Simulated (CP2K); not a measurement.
Runs of CP2K 2026.2 on Zn. Symmetry: Fm-3m, No. 225, cubic system. The conventional cell has a = 3.930 Å, b = 3.930 Å, c = 3.930 Å, α = 90.00°, β = 90.00°, γ = 90.00°. Zn (site symmetry m-3m) is surrounded by 12 Zn at 2.78 Å. This isn't the form of Zn at room conditions, which is hcp.

```csv
task,level,potentials or basis,smearing,EPS_DEFAULT,NGRIDS,basis sets,potentials,ADDED_MOS,gap on the mesh (eV),pressure (GPa)
band structure,LDA,GTH_POTENTIALS Zn GTH-PADE-q12; TZVP-MOLOPT-PBE-GTH basis,fermi-dirac 0.01 eV,1.0E-10,4,Zn TZVP-MOLOPT-PBE-GTH-q12,Zn GTH-PADE-q12 of GTH_POTENTIALS,[8],none,-8.0
single point,PBE,POTENTIAL_UZH Zn GTH-PBE-q12; ccGRB-D basis,fermi-dirac 0.05 eV,1.0E-9,5,Zn ccGRB-D-q12,Zn GTH-PBE-q12 of POTENTIAL_UZH,[8],none,(a)
single point,PBE,POTENTIAL_UZH Zn GTH-PBE-q12; DZVP-MOLOPT-PBE-GTH basis,fermi-dirac 0.05 eV,1.0E-9,5,Zn DZVP-MOLOPT-PBE-GTH-q12,Zn GTH-PBE-q12 of POTENTIAL_UZH,[8],none,0.2
single point,PBE,POTENTIAL_UZH Zn GTH-PBE-q12; TZV2P-MOLOPT-PBE-GTH basis,fermi-dirac 0.05 eV,1.0E-9,5,Zn TZV2P-MOLOPT-PBE-GTH-q12,Zn GTH-PBE-q12 of POTENTIAL_UZH,[8],none,0.3
single point,PBE,GTH_POTENTIALS Zn GTH-PBE-q12; TZVP-MOLOPT-SR-GTH basis,fermi-dirac 0.05 eV,1.0E-9,5,Zn TZVP-MOLOPT-SR-GTH-q12,Zn GTH-PBE-q12 of GTH_POTENTIALS,[8],none,0.5
single point,PBE,GTH_POTENTIALS Zn GTH-PBE-q12; DZVP-MOLOPT-SR-GTH basis,fermi-dirac 0.05 eV,1.0E-9,5,Zn DZVP-MOLOPT-SR-GTH-q12,Zn GTH-PBE-q12 of GTH_POTENTIALS,[8],none,0.2
single point,PBE,GTH_POTENTIALS Zn GTH-PBE-q12; SZV-MOLOPT-SR-GTH basis,fermi-dirac 0.05 eV,1.0E-9,5,Zn SZV-MOLOPT-SR-GTH-q12,Zn GTH-PBE-q12 of GTH_POTENTIALS,[3],none,3.0
band structure,PBEsol,POTENTIAL_UZH Zn GTH-PBE-q12; TZVP-MOLOPT-PBE-GTH basis,fermi-dirac 0.1 eV,1.0E-9,4,Zn TZVP-MOLOPT-PBE-GTH-q12,Zn GTH-PBE-q12 of POTENTIAL_UZH,[8],none,-4.9
band structure,r2SCAN,POTENTIAL_UZH Zn GTH-SCAN-q12; TZVP-MOLOPT-SCAN-GTH basis,fermi-dirac 0.01 eV,1.0E-10,5,Zn TZVP-MOLOPT-SCAN-GTH-q12,Zn GTH-SCAN-q12 of POTENTIAL_UZH,[8],none,-4.9
single point,PBE,POTENTIAL_UZH Zn GTH-PBE-q12; TZVP-MOLOPT-PBE-GTH basis,fermi-dirac 0.05 eV,1.0E-9,5,Zn TZVP-MOLOPT-PBE-GTH-q12,Zn GTH-PBE-q12 of POTENTIAL_UZH,[8],none,0.3
```

Alike in all rows: no spin polarisation; cell as given; k mesh 12 × 12 × 12.

**Question.** Fill in the values left out.

**Answer.** (a) 0.7.

Caveats: the basis of atomic orbitals isn't converged, which shifts pressures, moduli and gaps; a minimal basis gives rough bond lengths, pressures and levels (some runs); the potentials were made for another functional, which shifts forces and pressure (some runs).

A gap of «none» marks a metal or a gap under the smearing width.
